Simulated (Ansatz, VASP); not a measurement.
## One calculation of SiN, two programs

Contents of INCAR:

```
PREC = Accurate ; ENCUT = 520
EDIFF = 1E-6 ; ISMEAR = 0
SIGMA = 0.1 ; LREAL = False
LASPH = True ; NELM = 80
ALGO = Normal ; ISIF = 2
LWAVE = False ; LCHARG = True
GGA = PE ; LELF = True
LVHAR = True ; NBANDS = 12
```

Contents of KPOINTS:

```
Automatic mesh
0
Gamma
  8 8 6
```

Contents of POSCAR:

```
SiN
1.0
    2.5972690247      0.0000000000      0.0000000000
    0.0000000000      2.5972690247      0.0000000000
    0.0000000000      0.0000000000      3.4042776146
Si N
1 1
Direct
    0.5000000000      0.5000000000      0.5000000000
    0.0000000000      0.0000000000      0.0000000000
```

Input for Ansatz:

```yaml
crystal:
  lattice:
    - [2.5972690247, 0.0, 0.0]
    - [0.0, 2.5972690247, 0.0]
    - [0.0, 0.0, 3.4042776146]
  atoms:
    - { symbol: Si, position: [0.5, 0.5, 0.5] }
    - { symbol: "N", position: [0.0, 0.0, 0.0] }
basis:
  ecutwfc: 420
kpoints:
  mp_grid: { grid: [8, 8, 6] }
hamiltonian:
  xc: pbe
scf:
  occupations: { method: gaussian, width: 0.1 }
  lower_state_search: "off"
output:
  forces: true
  stress: true
  eigenvalues: true
```

Alike in both runs: task single point; functional PBE; k mesh 8 × 8 × 6; occupations gaussian, width 0.1 eV; no spin polarisation.

|  | VASP | Ansatz |
| --- | --- | --- |
| version | VASP 6.6.1 | Ansatz 0.2.0 |
| potentials or method | VASP PAW PBE potentials, release 64 (Si, N) | scalar-relativistic, plane waves, PAW |
| plane-wave cutoff (eV) | 520 | 420 |
| valence electrons in the cell | 9 | 9 |

```tsv
	VASP	Ansatz	Ansatz less VASP
gap on the k mesh at the Fermi level (eV)	none	none	-
pressure (GPa)	-13.3	-13.3	+0.02
largest component of the traceless stress (GPa)	23.87	23.93	+0.064
```

A gap of «none» marks a metal or a gap that the smearing closes.
